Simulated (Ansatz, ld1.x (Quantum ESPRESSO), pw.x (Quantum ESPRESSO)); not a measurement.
# Nb (Z = 41) (diamond): variants of one TM potential in the solid

```
Element                 : niobium
Generator               : ld1.x (Quantum ESPRESSO) 7.5
Type                    : norm-conserving Troullier–Martins (Kleinman–Bylander form)
Functional              : PBE
Relativity              : scalar-relativistic
Frozen core             : [Kr]
Valence charge          : 5
Reference configuration : 4d4 5s1 5p0
Partial waves           : 5p (bound, empty): rc 3.65 bohr; 4d (bound): rc 1.80 bohr; 4f channel at 0.25 Ry: rc 3.55 bohr; 5s (bound): rc 3.00 bohr
Local potential         : the s channel
Core correction         : none
```

Crystal test: diamond Nb in pw.x 7.5, no spin, 8³ k-points, Fermi–Dirac smearing 0.01 Ry, cutoffs set for each file from its atomic test. The reference is all-electron LAPW (Ansatz 0.2.0) with the same functional, mesh and smearing; V0 and B0 come from Birch–Murnaghan fits to the pressures at five volumes. Errors are pseudo minus all-electron; Δ is the rms difference of the E(V) curves that follow from these fits, minima aligned, over ±6 % about the mean V0. Mesh and smearing are coarse, so the numbers serve the comparison and aren't converged zero-temperature values; the lattice is a test structure that the element need not adopt.

All-electron: a0 = 5.922 Å (V0 = 25.96 Å³/atom), B0 = 64.5 GPa.

Base: The largest radius (3.65 bohr) exceeds half the bond length (2.42 bohr), so the spheres overlap, which is one possible source of error among others. This is a poor potential for the solid.

```tsv
change	cutoffs (Ry)	pw.x	a0 (Å)	a0 error (%)	B0 error (%)	Δ (meV/atom)	mean pressure error (GPa)
base	55/220	converged	5.909	-0.22	-15.9	2.9	-0.42
core correction a·sin(br)/r model core inside 1.02 bohr	55/220	converged	5.866	-0.95	-10.1	10.2	-1.66
core correction a·sin(br)/r model core inside 1.44 bohr	55/220	converged	5.866	-0.95	-10.2	10.1	-1.65
core correction a·sin(br)/r model core inside 1.60 bohr	55/220	converged	5.867	-0.94	-10.0	10.0	-1.63
core correction a·sin(br)/r model core inside 2.16 bohr	55/220	converged	5.876	-0.78	-11.1	8.4	-1.36
```
